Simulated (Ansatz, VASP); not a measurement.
# La in VASP and in Ansatz

The input INCAR:

```
SYSTEM = La
PREC = Accurate
ENCUT = 520
EDIFF = 1E-7
ISMEAR = -1
SIGMA = 0.1
LREAL = .False.
LASPH = .True.
NELM = 80
ALGO = Normal
ISIF = 2
LWAVE = .False.
LCHARG = .False.
GGA = B5
ALDAX = 1.0
AGGAX = 1.0
AGGAC = 1.0
ALDAC = 0.0
NBANDS = 12
```

The input KPOINTS:

```
regular mesh
0
Gamma
  10 10 10
  0 0 0
```

POSCAR

```
La
1.0
    3.5734340808      0.0000000000      0.0000000000
    0.0000000000      3.5734340808      0.0000000000
    0.0000000000      0.0000000000      3.5734340808
La
1
Direct
    0.0000000000      0.0000000000      0.0000000000
```

Input for Ansatz:

```yaml
crystal:
  lattice:
    - [3.5734340808, 0.0, 0.0]
    - [0.0, 3.5734340808, 0.0]
    - [0.0, 0.0, 3.5734340808]
  atoms:
    - { symbol: La, position: [0.0, 0.0, 0.0] }
hamiltonian:
  xc: blyp
  pseudopotentials:
    kind: paw
    azcp:
      La: "pseudopotentials/La.paw.azcp"
basis:
  ecutwfc: 420
  fft_grid_basis: typed
kpoints:
  mp_grid: { grid: [10, 10, 10], shift: [0, 0, 0] }
magnetization:
  spin_polarized: false
scf:
  occupations: { method: fermi_dirac, width: 0.1 }
  lower_state_search: "off"
output:
  stress: true
```

Alike in both runs: task single point; functional BLYP; k mesh 10 × 10 × 10; occupations fermi-dirac, width 0.1 eV; no spin polarisation.

|  | VASP | Ansatz |
| --- | --- | --- |
| version | VASP 6.6.1 | Ansatz 0.2.0 |
| potentials or method | VASP PAW PBE potentials, release 64 (La) | plane waves (420 eV) with PAW, scalar-relativistic |
| plane-wave cutoff (eV) | 520 | 420 |
| valence electrons in the cell | 11 | 11 |

```tsv
	VASP	Ansatz	Ansatz less VASP
pressure (GPa)	-1.8	-1.8	+0.02
```

The functional is the same, so the differences come from potentials, cutoffs and numerics.

Caveats: the PAW data sets were made with another functional, which shifts forces and pressure a little (VASP). Spin-orbit coupling is left out, which matters for the levels of La.
